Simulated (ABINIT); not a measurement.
PbSe (Clausthalite), 2 atoms in the cell. The structure is cubic, space group Fm-3m (No. 225). Conventional cell: a = 6.121 Å, b = 6.121 Å, c = 6.121 Å, α = 90.00°, β = 90.00°, γ = 90.00°. Pb (site symmetry m-3m) is surrounded by 6 Se at 3.06 Å. Around Se (site symmetry m-3m) lie 6 Pb at 3.06 Å. 

| Item | Value |
| --- | --- |
| Program | ABINIT 10.8.3 (patched build) |
| Task | equation of state |
| Functional | RPBE |
| Potentials or basis | JTH PAW PBE v2.0 |
| Cutoff | 463 eV |
| k mesh | 8 × 8 × 8 |
| Occupations | fermi-dirac, width 0.05 eV |
| Spin | no spin polarisation |
| Fine-grid cutoff | 925.187 eV |
| Exchange and correlation inside the PAW spheres | full angular mesh (pawxcdev 0, this build's default; the released program takes 1) |

Potentials or basis: JTH PAW PBE v2.0.

Command:

```bash
$ abinit run.abi > log 2>&1
```

Hardware: 1 thread of Arm Neoverse V1, on a shared host.

Problem. How long does it take, and how much memory?

Solution. Run time: 2.1 min on 1 thread of Arm Neoverse V1 (shared host), peak memory 0.15 GiB. Counts: scf iterations 79, k points 29, bands 14, plane waves 1243.
